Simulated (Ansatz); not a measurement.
CaF2 (fluorite)

```xyz
3
Lattice="0.0000 2.7555 2.7555 2.7555 0.0000 2.7555 2.7555 2.7555 0.0000" Properties=species:S:1:pos:R:3 pbc="T T T"
Ca     0.0000     0.0000     0.0000
F      4.1333     4.1333     4.1333
F      1.3778     1.3778     1.3778
```

Method: PBE (plane waves to 420 eV, PAW, scalar-relativistic; Ansatz, an electronic-structure program). DFPT wavenumbers on a 8×8×8 k mesh, in cm⁻¹; i marks imaginary ones, q is in fractions of the reciprocal vectors of the cell shown, and the three acoustic modes at Γ are left out. The non-analytic (LO-TO) term is not included, so polar modes at Γ have their transverse values. CaF2 was relaxed with its symmetry unable to fall.

Problem. Does any mode at Γ, L = (0.5, 0.0, 0.0), X = (0.5, 0.5, 0.0) come out imaginary?

Solution. No imaginary mode at these points (lowest 112 cm⁻¹ at X = (0.5, 0.5, 0.0)); other wave vectors were not tested.

Problem. Predict the phonon wavenumbers at Γ, L = (0.5, 0.0, 0.0), X = (0.5, 0.5, 0.0).

Solution. 
```json
[
 {"q": "Γ", "wavenumbers (cm⁻¹)": "228 (×3), 306 (×3)"},
 {"q": "L = (0.5, 0.0, 0.0)", "wavenumbers (cm⁻¹)": "137 (×2), 231, 256 (×2), 259 (×2), 319, 337"},
 {"q": "X = (0.5, 0.5, 0.0)", "wavenumbers (cm⁻¹)": "112, 158 (×2), 176 (×2), 306, 315 (×2), 377"}
]
```
